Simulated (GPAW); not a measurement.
GaN:

```
Ga N
1.0
     3.18000    0.00000    0.00000
    -1.59000    2.75396    0.00000
     0.00000    0.00000    5.16600
Ga N
2 2
Cartesian
  1.5900 0.9180 2.5830
  0.0000 1.8360 0.0000
  1.5900 0.9180 4.5203
  0.0000 1.8360 1.9373
```

Program: GPAW 26.7.0. Alike in all runs: cell as given.

Task: Order these runs on this cell by their band gap on the k mesh, lowest first.
A. level OLYP; potentials or basis PAW data sets generated in the run's folder for this functional, pw; spin SOC, no magnetisation; k mesh 7 × 7 × 4; cutoff (eV) 800; smearing fermi-dirac 0.05 eV; band path GMKGALHA,LM,KH; band points 100; spin axis theta (degrees) 0; spin axis phi (degrees) 0; eigensolver davidson
B. level GLLB-SC; potentials or basis the program's PAW data sets (release 1.2.1) made for this functional, pw; spin off; k mesh 7 × 7 × 4; cutoff (eV) 800; smearing fermi-dirac 0.05 eV; band path GMKGALHA,LM,KH; band points 60
C. level PBEsol; potentials or basis PAW data sets generated in the run's folder for this functional, pw; spin off; k mesh 6 × 6 × 3; cutoff (eV) 680; smearing fermi-dirac 0.01 eV
D. level rSCAN; potentials or basis GPAW PAW data sets (gpaw-data 1.2.1), pw; spin SOC, no magnetisation; k mesh 7 × 7 × 4; cutoff (eV) 800; smearing fermi-dirac 0.05 eV; band path GMKGALHA,LM,KH; band points 100; spin axis theta (degrees) 90; spin axis phi (degrees) 0
E. level TB-mBJ; potentials or basis GPAW PAW data sets for LDA (gpaw-data 1.2.1), pw; spin off; k mesh 8 × 8 × 4; cutoff (eV) 800; smearing fermi-dirac 0.05 eV

Result: C (2.03 eV), A (2.25 eV), D (2.55 eV), B (3.31 eV), E (3.50 eV).

Caveats: spin-orbit coupling was added after a scalar SCF, so levels and gaps hold it while energy, forces, pressure and moments don't (some runs); this program's spin-orbit splittings come out too wide for heavy elements (some runs); an odd mesh through Γ misses points on the zone boundary, where band edges often lie (some runs); a model potential gives levels but no total energy (some runs).

Not every run made on this cell is shown here.
